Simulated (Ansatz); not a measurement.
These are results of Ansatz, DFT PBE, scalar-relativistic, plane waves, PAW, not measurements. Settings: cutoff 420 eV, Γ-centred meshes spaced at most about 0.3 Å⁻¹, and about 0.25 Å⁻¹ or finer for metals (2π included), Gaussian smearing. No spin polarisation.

All energies are static (0 K, no zero-point motion).

Problem. Order these relaxed structures of Al2Au by energy, lowest first, with the energy over the lowest of them.
A.

```xyz
3
Lattice="0.0000 3.0308 3.0308 3.0308 0.0000 3.0308 3.0308 3.0308 0.0000" Properties=species:S:1:pos:R:3 pbc="T T T"
Al    1.5154    1.5154    1.5154
Al    4.5462    4.5462    4.5462
Au    0.0000    0.0000    0.0000
```

B.

```xyz
3
Lattice="4.7472 0.0000 0.0000 -2.3736 4.1112 0.0000 0.0000 0.0000 2.7672" Properties=species:S:1:pos:R:3 pbc="T T T"
Al    0.0000    2.7408    1.3836
Al    2.3736    1.3704    1.3836
Au    0.0000    0.0000    0.0000
```

C.

```xyz
6
Lattice="0.0000 5.5500 5.5500 5.5500 0.0000 5.5500 5.5500 5.5500 0.0000" Properties=species:S:1:pos:R:3 pbc="T T T"
Al    6.9375    6.9375    6.9375
Al    6.9375    4.1625    4.1625
Al    4.1625    4.1625    6.9375
Al    4.1625    6.9375    4.1625
Au    5.5500    5.5500    5.5500
Au    8.3250    8.3250    8.3250
```

Solution. A (0 meV/atom), B (550 meV/atom), C (977 meV/atom). Forms: A fluorite type, Fm-3m; B P6/mmm; C beta-cristobalite type, Fd-3m. Counting all near atoms (those within 1.25 times the shortest distance at each site; a plus sign parts nearer from farther groups): A has Al 4+6, Au 8; B has Al 5+6, Au 2+12; C has Al 2, Au 4. Origin: A, reached from a cell as deposited in COD, among other starts; B and C, invented.

Spin–orbit coupling, which can matter for Au, is left out. Cells relaxed within their symmetry can be saddle points. Some structure types and database cells were kept out of the candidates from the start, so a known form may be missing.
